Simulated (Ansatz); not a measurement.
# ZrS2: the cost of one run

Method: reference: DFT, HSE06, plane waves, PAW, in Ansatz 0.2.0.

1 further run of the same task is left out (it didn't finish).

### Step 1. The structure to begin with

Symmetry: P-3m1, No. 164, trigonal system. Conventional cell: a = 3.674 Å, b = 3.674 Å, c = 5.857 Å, α = 90.00°, β = 90.00°, γ = 120.00°. Zr (site symmetry -3m) has 6 S at 2.57 Å as nearest neighbours. S (site symmetry 3m) is surrounded by 3 Zr at 2.57 Å.

Structure file:

```cif
data_structure
_symmetry_space_group_name_H-M 'P 1'
_symmetry_Int_Tables_number 1
_cell_length_a 3.6744
_cell_length_b 3.6744
_cell_length_c 5.8571
_cell_angle_alpha 90.000
_cell_angle_beta 90.000
_cell_angle_gamma 120.000
_cell_volume 68.48
loop_
_atom_site_label
_atom_site_type_symbol
_atom_site_fract_x
_atom_site_fract_y
_atom_site_fract_z
_atom_site_occupancy
Zr1 Zr 0.00000 0.00000 0.00000 1
S1 S 0.66667 0.33333 0.75376 1
S2 S 0.33333 0.66667 0.24624 1
```

### Step 2. Reference

input.yaml reads:

```yaml
crystal:
  lattice:
    - [3.6743619272, 0.0, 0.0]
    - [-1.8371809636, 3.1820907716, 0.0]
    - [0.0, 0.0, 5.8571358081]
  atoms:
    - { symbol: Zr, position: [0.0, 0.0, 0.0] }
    - { symbol: S, position: [0.6666666667, 0.3333333333, 0.7537648223] }
    - { symbol: S, position: [0.3333333333, 0.6666666667, 0.2462351777] }
kpoints:
  mp_grid: { grid: [6, 6, 2] }
hamiltonian:
  xc: hse06
scf:
  occupations: { method: fixed }
  n_extra_bands: 4
output:
  forces: true
  stress: true
  eigenvalues: true
```

Started as:

```sh
$ ansatz run input.yaml --threads 4 --pin off --max-ram 5529MiB --backend cpu --events-out ev --progress --plain --runs-dir out
```

Q: Estimate wall time and peak memory on 4 threads of Arm Neoverse V1, shared host.

About 10 s, with a peak of 1 GiB.
